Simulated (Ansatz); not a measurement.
I:

```
I
1.0
     3.63503   -2.39502    0.00000
     3.63503    2.39502    0.00000
     0.00000    0.00000    9.79344
I
4
Cartesian
  3.6350 -0.7152 3.7646
  3.6350 1.6799 1.1321
  3.6350 0.7152 6.0288
  3.6350 -1.6799 8.6613
```

Base run:

- Program: Ansatz 0.2.0
- Functional: PBEsol
- Potentials or basis: all-electron LAPW, non-relativistic
- Cutoff: 252 eV (chosen from the basis error)
- Basis error allowed: 0.002 eV/atom
- k mesh: 7 × 7 × 3
- Occupations: fermi-dirac, width 0.05 eV
- Spin: no spin polarisation

Its results: band gap on the k mesh 1.45 eV, indirect (least direct gap 1.59 eV); pressure 0.6 GPa; largest force 0.735 eV/Å.

**Question.** The run is repeated on the same cell with these changes: potentials or basis from all-electron LAPW, non-relativistic to all-electron LAPW, scalar-relativistic. What comes out?

**Answer.** Band gap on the k mesh 1.29 eV, indirect (least direct gap 1.38 eV); pressure 0.1 GPa; largest force 0.759 eV/Å.

Caveats: spin-orbit coupling is left out, which moves the levels of the heavy elements; relativity is left out, which matters for the heavier elements (some runs).

A k mesh can miss the band edges.
